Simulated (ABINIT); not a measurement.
Set up this calculation in ABINIT 10.8.3 (patched build), as the native input.

```
Task                : equation of state
Functional          : PBE
Potentials or basis : SG15 NC PBE v1.2
Cutoff              : 1034 eV
k mesh              : 10 × 10 × 10
Occupations         : fermi-dirac, width 0.05 eV
Spin                : no spin polarisation
```

The system is BP.

```
CELL_PARAMETERS angstrom
0.00000 2.26900 2.26900
2.26900 0.00000 2.26900
2.26900 2.26900 0.00000
ATOMIC_POSITIONS crystal
P 0.75000 0.75000 0.75000
B 0.00000 0.00000 0.00000
```

The input as run:

run.abi

```
# Datasets: one volume each
ndtset 7
getwfk -1
scalecart1 3*0.9795861087
scalecart2 3*0.9864848297
scalecart3 3*0.9932883884
scalecart4 3*1.0000000000
scalecart5 3*1.0066227096
scalecart6 3*1.0131594038
scalecart7 3*1.0196128224

# Pseudopotentials
pp_dirpath "./"
pseudos "P_ONCV_PBE-1.2.upf, B_ONCV_PBE-1.2.upf"

# Structure
acell 3.208850573 3.208850573 3.208850573 Angstrom
rprim
     0.0000000000     0.7071067812     0.7071067812
     0.7071067812     0.0000000000     0.7071067812
     0.7071067812     0.7071067812     0.0000000000
ntypat 2
znucl 15 5
natom 2
typat 1 2
xred
     0.7500000000     0.7500000000     0.7500000000
     0.0000000000     0.0000000000     0.0000000000

# Plane-wave basis
ecut 38.0

# k points
kptopt 1
ngkpt 10 10 10
nshiftk 1
shiftk 0.0 0.0 0.0

# Exchange and correlation
ixc 11

# Bands and occupations
nband 8
occopt 3
tsmear 0.05 eV

# SCF cycle
nstep 100
tolvrs 1.0e-10

# Output
iomode 3
prtwf 1
prtden 0
prteig 0
prtebands 0
```

Potentials or basis: SG15 NC PBE v1.2.

Command:

```sh
$ abinit run.abi > log 2>&1
```

It gave:

```yaml
Equilibrium_volume: 11.71 Å³/atom
Bulk_modulus: 160 GPa
Pressure_derivative_of_the_bulk_modulus: 3.8
```

Caveat: pressures at fixed basis lie under the slope of the energies.

It took 90 s on 1 thread of Arm Neoverse V2 (shared host), peak memory 0.11 GiB.
